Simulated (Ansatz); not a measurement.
**How settings move the G0W0 gap of CaF2 (Fm-3m)**

A 3-atom cell of CaF2 started from a crystallographic database, relaxed with r2SCAN; one-shot G0W0 in Ansatz without spin-orbit coupling. No spin polarisation and no zero-point or thermal motion.

Space group Fm-3m (No. 225). a = 5.439 Å, b = 5.439 Å, c = 5.439 Å, α = 90.00°, β = 90.00°, γ = 90.00°
```
atom  site  symmetry       x       y       z
  Ca    4a      m-3m  0.0000  0.0000  0.0000
   F    8c      -43m  0.2500  0.7500  0.7500
```

Gaps are read over the mesh points alone. G0W0 values are finite-basis, finite-mesh values.

| start | potentials | frequency model | mesh | empty bands | screening cutoff (eV) | Kohn-Sham gap (eV) | G0W0 gap (eV) |
| --- | --- | --- | --- | --- | --- | --- | --- |
| PBE | PAW | contour deformation | 6×6×6 | 91 | 100 | 7.38 | 10.38 |
| PBE | PAW | contour deformation | 6×6×6 | 220 | 180 | 7.38 | 10.55 |
| PBE | PAW | contour deformation | 6×6×6 | 427 | 260 | 7.38 | 10.68 |
| HSE06 | PAW | contour deformation | 6×6×6 | 220 | 180 | 9.45 | 11.52 |
| r2SCAN | PAW | contour deformation | 6×6×6 | 220 | 180 | 8.03 | 10.90 |
| PBE0 | PAW | contour deformation | 6×6×6 | 220 | 180 | 10.21 | 11.75 |
| PBE | PAW | Godby-Needs pole | 6×6×6 | 220 | 180 | 7.38 | 10.51 |
| PBE | PAW | contour deformation | 8×8×8 | 65 | 80 | 7.38 | 10.38 |
| PBE | norm-conserving | contour deformation | 6×6×6 | 220 | 180 | 7.36 | 10.55 |

Over the mesh points the PBE gap of 7.38 eV becomes a quasiparticle gap of 10.68 eV (X to Γ), a change of +3.30 eV. Renormalisation factors Z lie between 0.79 and 0.88.

Raising bands and cutoff together moves the gap by +0.17 eV (100 to 180 eV), then +0.13 eV (180 to 260 eV); the last step is still large, so the basis limit isn't reached. Starting from HSE06 (9.45 eV against PBE's 7.38 eV) gives 11.52 eV, +0.97 eV from G0W0@PBE at the same screening cutoff. Starting from r2SCAN (8.03 eV against PBE's 7.38 eV) gives 10.90 eV, +0.35 eV from G0W0@PBE at the same screening cutoff. Starting from PBE0 (10.21 eV against PBE's 7.38 eV) gives 11.75 eV, +1.20 eV from G0W0@PBE at the same screening cutoff. The Godby-Needs plasmon pole differs from contour deformation by -0.04 eV. Norm-conserving potentials (wave cutoff 1320 eV against 420 eV) shift the quasiparticle gap by 0.00 eV and the PBE gap by -0.02 eV. r2SCAN runs take a wave cutoff of 500 eV.
